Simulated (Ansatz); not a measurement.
**RuO2: response to strain**

Consider RuO2 in the rutile structure (space group P4_2/mnm, No. 136; a = 4.480 Å, c = 3.107 Å). Axes: x, y, z lie along a, b, c of the conventional cell.

Strains are applied to the cell and any free atomic positions relax; under biaxial strain the out-of-plane vector relaxes too; under stress the whole cell relaxes.

The values are results of r2SCAN/PAW in Ansatz (a quantum-chemistry and plane-wave program), no spin-orbit coupling, not measurements.

Notes on the quantities. pressure: mean of the normal stresses, compression positive.

```csv
case,pressure,shortest interatomic distance
base,0.0 GPa,3.656 bohr
"biaxial strain −4.28 %, plane normal [001], relaxed out of plane",15.4 GPa,3.550 bohr
"biaxial strain −0.71 %, plane normal [001], relaxed out of plane",2.2 GPa,3.638 bohr
"biaxial strain +0.87 %, plane normal [001], relaxed out of plane",-2.5 GPa,3.677 bohr
"biaxial strain +2.37 %, plane normal [001], relaxed out of plane",-6.3 GPa,3.714 bohr
isotropic strain −1.91 %,19.2 GPa,3.582 bohr
isotropic strain −1.08 %,10.2 GPa,3.614 bohr
isotropic strain +1.26 %,-10.0 GPa,3.705 bohr
"uniaxial stress, 0.5 GPa compression along z",–,3.656 bohr
```

Without a gap, meshes like the base's 11×11×15 leave anisotropic stresses uncertain by several tenths of a GPa, and small strain energies with them. Beyond what the load breaks, stability against distortions was not tested. Starting moments died away, wholly or in part, for the base; another magnetic solution may exist. No Hubbard U is applied, and correlation can decide whether such a compound is a metal. The final runs are not spin-polarised.
